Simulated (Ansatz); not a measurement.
Set up this calculation in Ansatz 0.2.0, as the native input.

- Task: elastic constants
- Functional: PBEsol
- Potentials or basis: Ansatz PAW
- Cutoff: 420 eV (not typed: the program's choice for these potentials)
- k mesh: 10 × 10 × 4
- Occupations: fermi-dirac, width 0.05 eV
- Spin: no spin polarisation
- Atoms under strain: relaxed

The system is TiO.

```
CELL_PARAMETERS angstrom
2.85161 0.00000 0.00000
-1.42580 2.46956 0.00000
0.00000 0.00000 5.56750
ATOMIC_POSITIONS crystal
Ti 0.66667 0.33333 0.75000
Ti 0.33333 0.66667 0.25000
O 0.00000 0.00000 0.50000
O 0.00000 0.00000 0.00000
```

The cell comes from a database or a generator and needn't be the stable form of this composition.

The input as run:

input.yaml

```yaml
crystal:
  lattice:
    - [2.8516080131, 0.0, 0.0]
    - [-1.4258040066, 2.469564981, 0.0]
    - [0.0, 0.0, 5.567503]
  atoms:
    - { symbol: Ti, position: [0.6666666667, 0.3333333333, 0.75] }
    - { symbol: Ti, position: [0.3333333333, 0.6666666667, 0.25] }
    - { symbol: O, position: [0.0, 0.0, 0.5] }
    - { symbol: O, position: [0.0, 0.0, 0.0] }
hamiltonian:
  xc: pbesol
  pseudopotentials: { kind: paw }
kpoints:
  mp_grid: { grid: [10, 10, 4] }
scf:
  occupations: { method: fermi_dirac, width: 0.05 }
output:
  forces: true
  stress: true
elastic:
  mode: relaxed_ion
  stencil: two_point
```

Potentials or basis: Ansatz PAW.

The run is started by

```console
$ ansatz run input.yaml --threads 2 --pin off --max-ram 5632MiB --backend cpu --events-out ev --progress --plain --runs-dir out
```

Results of the run:

| Property | Result |
| --- | --- |
| Pressure | -10.0 GPa |
| Band gap on the k mesh | none (metal or under the smearing width) |
| Elastic constants C11, C12, C44 | 396, 116, 143 GPa |
| Voigt bulk modulus | 208 GPa |

Caveat: the cell is more than 3 GPa from zero pressure, which shifts response properties; elastic constants of metals need much finer meshes, so these are rough; the pressure holds a Pulay correction of +0.7 GPa for the finite cutoff; semilocal functionals often make such compounds metallic where correlation or magnetic order opens a gap, which also shifts bond lengths; the PAW data sets come from PBE, with cores solved anew for the run's functional, which leaves a small shift of forces and pressure.

Wall time 41 s on 2 threads of Arm Neoverse V1, with other jobs on the host, peak memory 0.4 GiB.
